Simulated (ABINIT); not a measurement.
Crystal: BP.

```
P B
1.0
     0.00000    2.26900    2.26900
     2.26900    0.00000    2.26900
     2.26900    2.26900    0.00000
P B
1 1
Direct
  0.75000 0.75000 0.75000
  0.00000 0.00000 0.00000
```

Base run:

```yaml
Program: ABINIT 10.8.3 (patched build)
Functional: HSE06
Potentials_or_basis: SG15 NC PBE v1.2
Cutoff: 599 eV
k_mesh: 6 × 6 × 6
Occupations: fermi-dirac, width 0.05 eV
Spin: no spin polarisation
```

Its results: band gap on the k mesh 1.98 eV, indirect (least direct gap 4.09 eV).

Q: The run is repeated on the same cell with these changes: share of exact exchange from 0.15 to 0.35. What comes out?

A: Band gap on the k mesh 2.76 eV, indirect (least direct gap 5.02 eV).

Caveats: exact exchange is summed on a coarse mesh, which widens gaps by tenths of an eV; Libxc's HSE differs a little from that of other programs.

A k mesh can miss the band edges.
